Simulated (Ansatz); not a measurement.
## What DFT gives for Nb

```
Nb
1.0
     2.79551    0.00000    0.00000
     0.97877    2.63824    0.00000
     0.00000    0.00000   37.69663
Nb
10
Direct
  0.72427 0.28790 0.22548
  0.25616 0.69999 0.28105
  0.70384 0.18274 0.34349
  0.34428 0.62438 0.40403
  0.73039 0.14733 0.46581
  0.21054 0.55848 0.53023
  0.69824 0.10707 0.58683
  0.30801 0.54466 0.65154
  0.78394 0.03262 0.71003
  0.26422 0.49935 0.77452
```

Single point in Ansatz 0.2.0 with BLYP, dipole correction along c, no spin polarisation. Cutoff 420 eV, PAW datasets, 7×7×1 (shifted by 0.5, 0, 0 steps) k mesh, gaussian filling (width 0.1517 eV).

Which atom feels the largest force, and which way?

The largest is on Nb1: 1.97 eV/Å, components (-0.10, -0.63, -1.87). It makes 155° with the line to a nearest neighbour, Nb2 at 2.53 Å, pointing away from it.

Is there a gap?

It is a metal, with about 13 states/eV a cell as the mean within 0.25 eV of the Fermi level, mostly Nb d (86 %).

Describe some of the short contacts.

Nb–Nb at 2.53 Å: least valence density 0.52 e/Å³ and ELF 0.28 there. Both are smooth PAW fields, read partly inside the augmentation spheres.

Origin: a slab in vacuum, so it need not be a known compound. Caveats: many states at the Fermi level without spin polarisation, so a magnetic state may lie lower; the k mesh is coarse if the cell is a metal; atoms or cell far from equilibrium; wide smearing; forces of this functional can be a tenth off on these datasets; stress is the mean over slab and vacuum.
